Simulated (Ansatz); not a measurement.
## HfC: band structure with PBEsol

HfC:

```
Hf C
1.0
     0.00000    2.32500    2.32500
     2.32500    0.00000    2.32500
     2.32500    2.32500    0.00000
Hf C
1 1
Direct
  0.50000 0.50000 0.50000
  0.00000 0.00000 0.00000
```

```
Program                             : Ansatz 0.2.0
Task                                : band structure
Functional                          : PBEsol
Potentials or basis                 : Ansatz PAW
Cutoff                              : 420 eV (not typed: the program's choice for these potentials)
k mesh                              : 10 × 10 × 10
Occupations                         : fermi-dirac, width 0.05 eV
Spin                                : no spin polarisation
Path                                : [["G", "X", "W", "K", "G", "L", "U", "W", "L", "K"], ["U", "X"]]
Points for each segment of the path : 14
```

```json
{
  "Pressure": "-6.5 GPa",
  "Band gap on the k mesh": "none (metal or under the smearing width)"
}
```

Levels at the corners of the path, in eV from the Fermi level:
| point | band 11 | band 12 | band 13 | band 14 | band 15 | band 16 | band 17 | band 18 | band 19 | band 20 |
| --- | --- | --- | --- | --- | --- | --- | --- | --- | --- | --- |
| Γ | -10.99 | -10.99 | 1.03 | 1.03 | 1.03 | 1.28 | 1.28 | 1.28 | 3.29 | 3.29 |
| X | -11.02 | -10.43 | -2.66 | -1.89 | -0.10 | -0.10 | 5.22 | 6.65 | 6.65 | 8.29 |
| W | -11.02 | -9.59 | -3.03 | -2.78 | -2.78 | 3.60 | 3.60 | 6.66 | 6.96 | 8.20 |
| K | -11.01 | -9.69 | -3.58 | -2.80 | -1.68 | 1.51 | 5.69 | 6.09 | 8.14 | 8.25 |
| Γ | -10.99 | -10.99 | 1.03 | 1.03 | 1.03 | 1.28 | 1.28 | 1.28 | 3.29 | 3.29 |
| L | -10.99 | -8.42 | -6.24 | -3.06 | -3.06 | 5.22 | 5.22 | 5.68 | 6.48 | 11.33 |
| U | -11.01 | -9.69 | -3.58 | -2.80 | -1.68 | 1.51 | 5.69 | 6.09 | 8.14 | 8.25 |
| W | -11.02 | -9.59 | -3.03 | -2.78 | -2.78 | 3.60 | 3.60 | 6.66 | 6.96 | 8.20 |
| L | -10.99 | -8.42 | -6.24 | -3.06 | -3.06 | 5.22 | 5.22 | 5.68 | 6.48 | 11.33 |
| K | -11.01 | -9.69 | -3.58 | -2.80 | -1.68 | 1.51 | 5.69 | 6.09 | 8.14 | 8.25 |
| U | -11.01 | -9.69 | -3.58 | -2.80 | -1.68 | 1.51 | 5.69 | 6.09 | 8.14 | 8.25 |
| X | -11.02 | -10.43 | -2.66 | -1.89 | -0.10 | -0.10 | 5.22 | 6.65 | 6.65 | 8.29 |

Run time: 1.8 s on 2 threads of Arm Neoverse V1 (shared host), peak memory 0.3 GiB.

Caveat: spin-orbit coupling is left out, which moves the levels of the heavy elements; the PAW data sets come from PBE, with cores solved anew for the run's functional, which leaves a small shift of forces and pressure.
